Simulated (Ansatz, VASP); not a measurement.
# One calculation of Cr, two programs

File INCAR:

```
  ALGO = Fast
  EDIFF = 1E-6
  ENCUT = 520
  GGA = PE
  ISIF = 2
  ISMEAR = 0
  LASPH = True
  LCHARG = False
  LREAL = False
  LWAVE = False
  NBANDS = 12
  NELM = 100
  PREC = Accurate
  SIGMA = 0.15
```

KPOINTS

```
k-points
0
Gamma
  24 24 24
```

File POSCAR:

```
Cr
1.0
   -1.4996280000      1.4996280000      1.4996280000
    1.4996280000     -1.4996280000      1.4996280000
    1.4996280000      1.4996280000     -1.4996280000
Cr
1
Direct
    0.0000000000      0.0000000000      0.0000000000
```

Input for Ansatz:

```yaml
crystal:
  lattice:
    - [-1.499628, 1.499628, 1.499628]
    - [1.499628, -1.499628, 1.499628]
    - [1.499628, 1.499628, -1.499628]
  atoms:
    - { symbol: Cr, position: [0.0, 0.0, 0.0] }
basis:
  ecutwfc: 420
kpoints:
  mp_grid: { grid: [24, 24, 24] }
hamiltonian:
  xc: pbe
scf:
  occupations: { method: gaussian, width: 0.15 }
output:
  forces: true
  stress: true
  eigenvalues: true
```

Change from the starting cell: strain +0.040 along x and y, +0.040 along z, atoms carried along.

Alike in both runs: task single point; functional PBE; k mesh 24 × 24 × 24; occupations gaussian, width 0.15 eV; no spin polarisation.

|  | VASP | Ansatz |
| --- | --- | --- |
| version | VASP 6.6.1 | Ansatz 0.2.0 |
| potentials or method | VASP PAW PBE potentials, release 64 (Cr_pv) | scalar-relativistic, plane waves, PAW |
| plane-wave cutoff (eV) | 520 | 420 |
| valence electrons in the cell | 12 | 14 |

Ansatz gave:

```
gap on the k mesh at the Fermi level (eV) : none
pressure (GPa)                            : -28.7
```

Question: What did VASP give for the same quantities?

Answer: gap on the k mesh at the Fermi level (eV): none; pressure (GPa): -28.8.

A gap of «none» marks a metal or a gap that the smearing closes. With one functional, cell and mesh, what is left measures potentials, basis and numerics. The two sets of potentials don't hold the same shells in valence.

Caveats: so large a pressure means that the cell lies far from this level's equilibrium, or that cutoff or potentials fall short (VASP); the run has no spin polarisation, though such a crystal can be magnetic. Spin polarisation is off, so any magnetic state and its effect on volume and gap are missing.
